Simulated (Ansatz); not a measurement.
NaH (CsCl type), relaxed with r2SCAN: 5 runs in Ansatz 0.2.0, each a construction of maximally localised Wannier functions. Space group Pm-3m (No. 221), cubic; a = 2.932 Å in the conventional setting, 12.61 Å³ an atom. Na is surrounded by 8 H at 2.54 Å; H is surrounded by 8 Na at 2.54 Å. All values are calculated for a non-magnetic cell, which may be hypothetical.

```
CELL_PARAMETERS angstrom
2.93239 0.00000 0.00000
0.00000 2.93239 0.00000
0.00000 0.00000 2.93239
ATOMIC_POSITIONS crystal
Na 0.00000 0.00000 0.00000
H 0.50000 0.50000 0.50000
```

Windows count from the top of the filled bands; a dash means that no such window was set (without an outer window there is no disentanglement).

```json
{"functional": "PBE", "SCF mesh": "6×6×6", "trial orbitals": "H s", "functions": "1", "mesh": "6×6×6", "window (eV)": "–", "frozen (eV)": "–", "Ω total (Å²)": "1.45", "Ω invariant (Å²)": "1.45", "largest spread (Å²)": "1.45", "least projectability": "0.94", "interpolation miss of the model's filled bands (eV, to the nearest computed level)": "0.029"}
{"functional": "PBE", "SCF mesh": "6×6×6", "trial orbitals": "H s", "functions": "1", "mesh": "4×4×4", "window (eV)": "–", "frozen (eV)": "–", "Ω total (Å²)": "1.30", "Ω invariant (Å²)": "1.30", "largest spread (Å²)": "1.30", "least projectability": "0.94", "interpolation miss of the model's filled bands (eV, to the nearest computed level)": "0.104"}
{"functional": "PBE", "SCF mesh": "6×6×6", "trial orbitals": "H s", "functions": "1", "mesh": "8×8×8", "window (eV)": "–", "frozen (eV)": "–", "Ω total (Å²)": "1.51", "Ω invariant (Å²)": "1.51", "largest spread (Å²)": "1.51", "least projectability": "0.94", "interpolation miss of the model's filled bands (eV, to the nearest computed level)": "0.008"}
{"functional": "r2SCAN", "SCF mesh": "6×6×6", "trial orbitals": "H s", "functions": "1", "mesh": "6×6×6", "window (eV)": "–", "frozen (eV)": "–", "Ω total (Å²)": "1.38", "Ω invariant (Å²)": "1.38", "largest spread (Å²)": "1.38", "least projectability": "0.94", "interpolation miss of the model's filled bands (eV, to the nearest computed level)": "0.024"}
{"functional": "HSE06", "SCF mesh": "6×6×6", "trial orbitals": "H s", "functions": "1", "mesh": "6×6×6", "window (eV)": "–", "frozen (eV)": "–", "Ω total (Å²)": "1.39", "Ω invariant (Å²)": "1.39", "largest spread (Å²)": "1.39", "least projectability": "0.94", "interpolation miss of the model's filled bands (eV, to the nearest computed level)": "–"}
```

A dash in the last column means that the miss wasn't evaluated.

For H s with PBE the spread goes 1.30 Å² (4×4×4), 1.45 Å² (6×6×6), 1.51 Å² (8×8×8): finite differences on a coarse mesh understate it.
